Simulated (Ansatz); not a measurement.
Gas-phase electronic energies from Ansatz, PBE0-D4/def2-TZVP geometries. CBS: MP2 limit from def2 TZ/QZ plus the TZ coupled-cluster correction, frozen cores. DFT in def2-TZVPP. B3LYP here is the variant with VWN-RPA as its local correlation; programs differ in this. HSE06 is defined as in plane-wave codes. One conformer a species, not always the lowest.

`CC(=N)C#N` → `c1cn[nH]c1`  (isomerisation)

| level | ΔE (kcal/mol) |
| --- | --- |
| B3LYP-D4 | -6.4 |
| HSE06 | -14.2 |
| CCSD/def2-TZVPP | -1.2 |
| MP2/def2-QZVPP | -9.1 |

(1) What does CCSD(T)/CBS give? (An estimate is asked.)

(2) What do rigid-rotor, harmonic-oscillator terms from PBE0-D4/def2-TZVP frequencies (298.15 K, 1 bar) make of the CCSD(T)/CBS value? (An estimate is asked.)

Largest T1 diagnostic among the species: 0.013.

Results:

(1) Computed: -5.0 kcal/mol. The listed levels differ from it by -1.4, -9.2, 3.8, -4.1 kcal/mol.

(2) Computed: ΔZPE = +2.6 kcal/mol, ΔH = -3.5 kcal/mol, ΔS = -32 J/(mol·K), ΔG = -1.2 kcal/mol.

From r2SCAN to r2SCAN0 (25 % exact exchange), in def2-TZVPP and without D4, ΔE moves by −1.4 kcal/mol. The D4 term adds −0.8 kcal/mol with B3LYP and −0.4 kcal/mol with PBE0; it sums over pairs of atoms, weighted by their polarisabilities, and B3LYP, whose exchange is more repulsive, gets the larger term.

CCSD(T)/CBS has its own doubt, a few kJ/mol and more with outer-core shells, so smaller differences from it don't rank the levels.
